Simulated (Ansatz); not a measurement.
# TiO2: the cost of one run

Method: DFT PBE+U, scalar-relativistic, plane waves, PAW, in Ansatz 0.2.0.

**1. Starting point**

The structure is monoclinic, space group C2/m (No. 12). Conventional cell: a = 12.307 Å, b = 3.767 Å, c = 6.616 Å, α = 90.00°, β = 106.95°, γ = 90.00°. Ti (site symmetry m) has 5 O at 1.78 to 2.03 Å as nearest neighbours. Ti (site symmetry m) is surrounded by 6 O at 1.86 to 2.16 Å. O (site symmetry m) is surrounded by 3 Ti at 1.86 to 2.16 Å. O (site symmetry m) has 3 Ti at 1.94 to 2.03 Å as nearest neighbours. Around O (site symmetry m) lie 2 Ti at 1.78 to 1.87 Å. O (site symmetry m) is surrounded by 3 Ti at 1.96 to 2.16 Å.

Structure file:

```cif
data_structure
_symmetry_space_group_name_H-M 'C2/m'
_symmetry_Int_Tables_number 12
_cell_length_a 12.3072
_cell_length_b 3.7669
_cell_length_c 6.6162
_cell_angle_alpha 90.000
_cell_angle_beta 106.945
_cell_angle_gamma 90.000
_cell_volume 293.41
loop_
_atom_site_label
_atom_site_type_symbol
_atom_site_symmetry_multiplicity
_atom_site_Wyckoff_symbol
_atom_site_fract_x
_atom_site_fract_y
_atom_site_fract_z
_atom_site_occupancy
Ti1 Ti 4 i 0.80471 0.00000 0.71624 1
Ti2 Ti 4 i 0.59993 0.50000 0.71040 1
O1 O 4 i 0.55835 0.50000 0.36998 1
O2 O 4 i 0.63807 0.00000 0.70660 1
O3 O 4 i 0.63281 0.50000 0.00471 1
O4 O 4 i 0.73651 0.00000 0.34750 1
```

Source of the structure: the Materials Project (structure only).

(A quick probe on a coarse mesh, which set the mesh and smearing, is not shown.)

**3. Relaxing cell and atoms**

Contents of input.yaml:

```yaml
crystal:
  lattice:
    - [6.1535771931, -1.8834685, 0.0]
    - [6.1535771931, 1.8834685, 0.0]
    - [-1.9283261078, 0.0, 6.3289668713]
  atoms:
    - { symbol: Ti, position: [0.804714, 0.804714, 0.716238] }
    - { symbol: Ti, position: [0.099929, 0.099929, 0.710398] }
    - { symbol: Ti, position: [0.195286, 0.195286, 0.283762] }
    - { symbol: Ti, position: [0.900071, 0.900071, 0.289602] }
    - { symbol: O, position: [0.0583525, 0.0583525, 0.369979] }
    - { symbol: O, position: [0.638069, 0.638069, 0.706603] }
    - { symbol: O, position: [0.1328115, 0.1328115, 0.004709] }
    - { symbol: O, position: [0.9416475, 0.9416475, 0.630021] }
    - { symbol: O, position: [0.7365115, 0.7365115, 0.3475] }
    - { symbol: O, position: [0.8671885, 0.8671885, 0.995291] }
    - { symbol: O, position: [0.2634885, 0.2634885, 0.6525] }
    - { symbol: O, position: [0.361931, 0.361931, 0.293397] }
basis:
  ecutwfc: 420
kpoints:
  mp_grid: { grid: [6, 6, 4] }
hamiltonian:
  xc: pbe
  hubbard: { sites: [{ species: Ti, l: d, u_eff: 4.0 }] }
scf:
  occupations: { method: gaussian, width: 0.02 }
output:
  forces: true
  stress: true
  eigenvalues: true
relax:
  adjacent_minimum: "off"
  f_tol: 0.005
  max_steps: 80
  cell: { stress_tol: 0.05 }
```

**Question.** How long does this run take on 2 threads of an x86-64 CPU, shared host, and how much memory does it need?

About 4.2 min, with a peak of 0.97 GiB.
